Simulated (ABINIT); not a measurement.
## KI (Fm-3m): G0W0 with and without spin-orbit coupling

Is the spin-orbit change of the gap of KI (Fm-3m) the same in DFT and in GW?

Main program and level: ABINIT 10.8.3; PBE and many-body steps on it, plane waves.

Report form: the programs' logs are mostly left out.

## (1) The structure

Symmetry: Fm-3m, No. 225, cubic system. The conventional cell has a = 7.066 Å, b = 7.066 Å, c = 7.066 Å, α = 90.00°, β = 90.00°, γ = 90.00°. Nearest to K lie 6 I at 3.53 Å. Nearest to I lie 6 K at 3.53 Å. Farther neighbours and most contacts between anions are not listed.

Structure file:

```cif
data_structure
_symmetry_space_group_name_H-M 'Fm-3m'
_symmetry_Int_Tables_number 225
_cell_length_a 7.0655
_cell_length_b 7.0655
_cell_length_c 7.0655
_cell_angle_alpha 90.000
_cell_angle_beta 90.000
_cell_angle_gamma 90.000
_cell_volume 352.73
loop_
_atom_site_label
_atom_site_type_symbol
_atom_site_symmetry_multiplicity
_atom_site_Wyckoff_symbol
_atom_site_fract_x
_atom_site_fract_y
_atom_site_fract_z
_atom_site_occupancy
K1 K 4 a 0.00000 0.00000 0.00000 1
I1 I 4 b 0.50000 0.00000 0.00000 1
```

The cell and positions come from the Crystallography Open Database and are kept as given unless a step says otherwise. Spin-orbit coupling is left out unless a step names it.

## (2) Empty states on the mesh, 4×4×4 mesh, 142 bands

This step: ABINIT 10.8.3; DFT, PBE, plane waves, norm-conserving pseudopotentials.

The sums over transitions need many empty states on a uniform mesh; this step solves for them.

Input file run.abi:

```
acell 3*1.0 Angstrom
rprim 
  0.000000000000 3.532775000000 3.532775000000
  3.532775000000 0.000000000000 3.532775000000
  3.532775000000 3.532775000000 -0.000000000000
ntypat 2
znucl 19 53
natom 2
typat 1 2
xred 
  0.000000000000 0.000000000000 0.000000000000
  0.500000000000 0.500000000000 0.500000000000
pp_dirpath "pseudos"
pseudos "K.upf, I.upf"
ecut 33
ngkpt 4 4 4
nshiftk 1
shiftk 0 0 0
kptopt 1
chksymbreak 0
iscf -2
irdden 1
istwfk *1
nband 142
nbdbuf 12
tolwfr 1e-09
nstep 60
prtvol 0
indata_prefix "in"
outdata_prefix "out"
tmpdata_prefix "tmp"
```

The run is started by

```console
$ OMP_NUM_THREADS=1 mpirun -n 4 abinit run.abi > log
```

The job ended after 55 s (4 MPI ranks of Arm Neoverse V1, shared host; peak memory 0.4 GiB; 3.7 min of CPU time).

Numbers from this step:

- gap: 3.962 eV
- k of the valence top: 0, 0, 0
- k of the conduction bottom: 0, 0, 0
- least direct gap: 3.962 eV
- k points computed: 8
- lowest point of the top converged band, above the valence top: 66.7620 eV

On this mesh the gap is 3.962 eV.

The density comes from a self-consistent run that is not shown.

## (3) Screening, 4×4×4 mesh, 130 bands, screening to 119.7 eV

The RPA dielectric matrix is built and inverted for each q.

This step: RPA screening on PBE, plane waves, norm-conserving pseudopotentials.

Edit run.abi of step 2 so:

```diff
@@ -20,10 +20,11 @@
 chksymbreak 0
-iscf -2
-irdden 1
 istwfk *1
-nband 142
-nbdbuf 12
-tolwfr 1e-09
-nstep 60
-prtvol 0
+occopt 1
+irdwfk 1
+optdriver 3
+nband 130
+ecuteps 4.4
+inclvkb 0
+awtr 1
+symchi 1
 indata_prefix "in"
```

It took 45 s on 4 MPI ranks; peak memory 1.4 GiB.

Numbers from this step:

| Quantity | Value |
| --- | --- |
| ε∞ with local fields, on this mesh, along the program's q direction | 2.490 |
| the same without local fields | 3.037 |
| plasma frequency | 15.82 eV |
| plane waves in the screening matrix | 259 |

Local fields lower ε∞ by 18 %.

## (4) Scalar-relativistic

The self-energy is evaluated for the states that the input lists, and the levels follow from it, in one-shot runs by the linearised quasiparticle equation.

This step: G0W0 on PBE, plane waves, norm-conserving pseudopotentials.

Edit run.abi of step 3 so:

```diff
@@ -23,8 +23,15 @@
 irdwfk 1
-optdriver 3
+optdriver 4
 nband 130
+gwcalctyp 0
+ecutsigx 33
+symsigma 1
+nkptgw 1
+kptgw 
+  0.0000000000 0.0000000000 0.0000000000
+bdgw 
+  6 12
 ecuteps 4.4
-inclvkb 0
-awtr 1
-symchi 1
+irdscr 1
+ppmodel 1
 indata_prefix "in"
```

Elapsed: 9.9 s, on 4 MPI ranks; peak memory 1.4 GiB.

This step gave:

```
G0W0 gap on the points computed              : 6.029 eV
starting gap on the mesh                     : 3.962 eV
k of the valence top                         : 0, 0, 0
k of the conduction bottom                   : 0, 0, 0
Z at the valence top                         : 0.811
Z at the conduction bottom                   : 0.853
least direct G0W0 gap on the computed points : 6.029 eV
```

The gap on the mesh goes from 3.96 eV to 6.03 eV, a correction of +2.07 eV.

## (5) Empty states on the mesh, 4×4×4 mesh, 286 bands

This step: DFT, PBE with spin-orbit coupling, plane waves, norm-conserving pseudopotentials.

Edit run.abi of step 4 so:

```diff
@@ -15,2 +15,3 @@
 ecut 33
+nspinor 2
 ngkpt 4 4 4
@@ -20,18 +21,10 @@
 chksymbreak 0
+iscf -2
+irdden 1
 istwfk *1
-occopt 1
-irdwfk 1
-optdriver 4
-nband 130
-gwcalctyp 0
-ecutsigx 33
-symsigma 1
-nkptgw 1
-kptgw 
-  0.0000000000 0.0000000000 0.0000000000
-bdgw 
-  6 12
-ecuteps 4.4
-irdscr 1
-ppmodel 1
+nband 286
+nbdbuf 26
+tolwfr 1e-09
+nstep 60
+prtvol 0
 indata_prefix "in"
```

Wall time 7 min (4 MPI ranks); peak memory 0.75 GiB.

Numbers from this step:

```yaml
gap: 3.641 eV
k_of_the_valence_top: 0, 0, 0
k_of_the_conduction_bottom: 0, 0, 0
least_direct_gap: 3.641 eV
k_points_computed: 8
lowest_point_of_the_top_converged_band_above_the_valence_top: 66.4197 eV
```

On this mesh the gap is 3.641 eV.

The density comes from a self-consistent run that is not shown, made with spin-orbit coupling and fully relativistic files.

## (6) Screening, 4×4×4 mesh, 260 bands, screening to 119.7 eV

This step: RPA screening on PBE with spin-orbit coupling, plane waves, norm-conserving pseudopotentials.

Edit run.abi of step 5 so:

```diff
@@ -21,10 +21,11 @@
 chksymbreak 0
-iscf -2
-irdden 1
 istwfk *1
-nband 286
-nbdbuf 26
-tolwfr 1e-09
-nstep 60
-prtvol 0
+occopt 1
+irdwfk 1
+optdriver 3
+nband 260
+ecuteps 4.4
+inclvkb 0
+awtr 1
+symchi 1
 indata_prefix "in"
```

Elapsed: 6.7 min, on 4 MPI ranks; peak memory 4.3 GiB; 27 min of CPU time.

Numbers from this step:

| Property | Result |
| --- | --- |
| ε∞ with local fields, on this mesh, along the program's q direction | 2.508 |
| the same without local fields | 3.055 |
| plasma frequency | 15.82 eV |
| plane waves in the screening matrix | 259 |

## (7) With spin-orbit coupling

This step: G0W0 on PBE with spin-orbit coupling, plane waves, norm-conserving pseudopotentials.

Edit run.abi of step 6 so:

```diff
@@ -24,8 +24,15 @@
 irdwfk 1
-optdriver 3
+optdriver 4
 nband 260
+gwcalctyp 0
+ecutsigx 33
+symsigma 0
+nkptgw 1
+kptgw 
+  0.0000000000 0.0000000000 0.0000000000
+bdgw 
+  13 22
 ecuteps 4.4
-inclvkb 0
-awtr 1
-symchi 1
+irdscr 1
+ppmodel 1
 indata_prefix "in"
```

The job ended after 5.7 min (4 MPI ranks; peak memory 3.9 GiB; 23 min of CPU time).

Numbers from this step:

```
G0W0 gap on the points computed              : 5.703 eV
starting gap on the mesh                     : 3.641 eV
k of the valence top                         : 0, 0, 0
k of the conduction bottom                   : 0, 0, 0
Z at the valence top                         : 0.813
Z at the conduction bottom                   : 0.852
least direct G0W0 gap on the computed points : 5.703 eV
```

Against G0W0 in ABINIT (4×4×4 mesh, 130 bands, screening to 119.7 eV, Godby-Needs plasmon pole), the gap moves by −0.326 eV.

## (8) Side by side

Times are wall times on 4 MPI ranks of Arm Neoverse V1, shared host, good to a factor of about two. A run's time includes the screening step that it read.

```tsv
run	mesh	bands	screening cutoff (eV)	DFT gap (eV)	gap on the mesh (eV)	direct (eV)	ε∞ used	time
scalar-relativistic	4×4×4	130	119.7	3.962	6.029	6.029	2.49	55 s
with spin-orbit coupling	4×4×4	260	119.7	3.641	5.703	5.703	2.51	12 min
```

## (9) Outcome

| Quantity | Value |
| --- | --- |
| scalar-relativistic | 6.029 eV |
| with spin-orbit coupling | 5.703 eV |
| known limits | not at the basis limit; screening head approximate; no spin-orbit coupling in some runs |

**Reading.** With spin-orbit coupling: −0.326 eV against scalar-relativistic, −0.321 eV of it in the start. Bands and cutoff are finite, so the gap is not at the basis limit. The miss can reach some tenths of an eV and take either sign; the mesh is an error of its own. In the G0W0 runs levels were corrected at 1 k point alone, so a gap called «on the mesh» is the least over those, and an edge elsewhere would be missed. The long-wavelength limit of the screening leaves out the non-local commutator, which shifts ε∞.

[Paths, hosts, dates, memory and timing lines, banners, echoed tables and standing remarks are left out of the program output.]

[Logs are printed without paths, hosts, clocks, repeated set-up lines and the standing remarks that a program may print on its own settings, such as how far it seeks lower states.]

[Runs of the session that timed out or met a known fault of the program may be left out.]

[Hosts, paths, dates, database ids (printed as entryN), source tags and the programs' standing remarks are cut or masked in the printed files.]

[G0W0 gaps are taken among the corrected bands and points alone; a level outside them can change the order at an edge.]

[Where Ansatz stands beside ABINIT at settings called matched, ABINIT's density can come from a denser mesh and the files from another edition; pairs whose starting gaps differed by over 0.03 eV were left out, so agreement reads better than it is.]
